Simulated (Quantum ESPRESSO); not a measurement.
**Ge: phonons with PBE+D2**

**Measured values to compare with.**

From “Electronic and optical properties of SixGe1-x-ySny alloys lattice-matched to Ge”, 2021, arxiv:2109.02782, for a bulk crystal of Ge at 300 K: band gap 0.807 eV (direct).

The system is Ge.

```
CELL_PARAMETERS angstrom
0.00000 2.82891 2.82891
2.82891 0.00000 2.82891
2.82891 2.82891 0.00000
ATOMIC_POSITIONS crystal
Ge 0.75000 0.75000 0.75000
Ge 0.50000 0.50000 0.50000
```

```yaml
Program: Quantum ESPRESSO 7.5
Task: phonons
Functional: PBE
Dispersion: D2
Potentials_or_basis: PseudoDojo 0.4.1 SR PBE standard
Cutoff: 1061 eV
Density_cutoff: 4245 eV
k_mesh: 8 × 8 × 8
Occupations: methfessel-paxton, width 0.2 eV
Spin: no spin polarisation
Mixing_beta: 0.5
Most_SCF_iterations: 120
SCF_threshold: 4e-10 Ry
```

```yaml
Relaxed_volume: 22.46 Å³/atom
Relaxed_cell: a = 3.990 Å, b = 3.990 Å, c = 3.990 Å, α = 60.00°, β = 60.00°, γ = 60.00°
Space_group_after_relaxing_to_0.05_Å: Fd-3m (No. 227)
Pressure_after_relaxing: -0.1 GPa
Band_gap_on_the_k_mesh: 0.11 eV, direct
Highest_phonon_frequency_at_Γ: 299 cm⁻¹
```

Final structure:
```yaml
crystal:
  lattice:
    - [0.00000, 2.82126, 2.82126]
    - [2.82126, 0.00000, 2.82126]
    - [2.82126, 2.82126, 0.00000]
  atoms:
    - { symbol: Ge, position: [0.75000, 0.75000, 0.75000] }
    - { symbol: Ge, position: [0.50000, 0.50000, 0.50000] }
```

Levels at points of the mesh, in eV from the valence-band top:
| k point | band 12 | band 13 | band 14 | band 15 | band 16 | band 17 |
| --- | --- | --- | --- | --- | --- | --- |
| (0.00, 0.00, 0.00) | 0.00 | 0.00 | 0.00 | 0.11 | 2.56 | 2.56 |
| (0.00, 0.00, -0.50) | -7.64 | -1.42 | -1.42 | 0.21 | 3.75 | 3.75 |
| (0.00, -0.50, -0.50) | -8.92 | -3.10 | -3.10 | 0.74 | 0.74 | 9.58 |

Phonon frequencies in cm⁻¹ (negative: imaginary):
```tsv
q point	frequencies
(0.000, 0.000, 0.000)	-3 -3 -3 299 299 299
```

Optical modes at Γ, degenerate ones joined, polar ones without the macroscopic field:
```tsv
cm⁻¹	components	symmetry	active in
299	3	T2g	Raman
```

Run time: 22 min on 1 thread of Arm Neoverse V1, with other jobs on the host, peak memory 0.1 GiB.

A measured gap of Ge is 0.807 eV (direct; 300 K; “Electronic and optical properties of SixGe1-x-ySny alloys lattice-matched to Ge”, 2021, arxiv:2109.02782); the calculated 0.11 eV misses it by -0.70 eV. 3 values of this kind are on record (0.666 to 0.807 eV); this one was drawn at random among those near their median. Spin-orbit coupling on Ge is left out. The value is that of PBE+D2 on a finite k mesh, which can miss the band edges, without temperature or zero-point motion. Semilocal functionals fall short of measured gaps as a rule.

Caveat: this smearing can shift energies of a crystal with a gap; the gap on the mesh is small and may close between mesh points, in which case fixed occupations spoil the response.
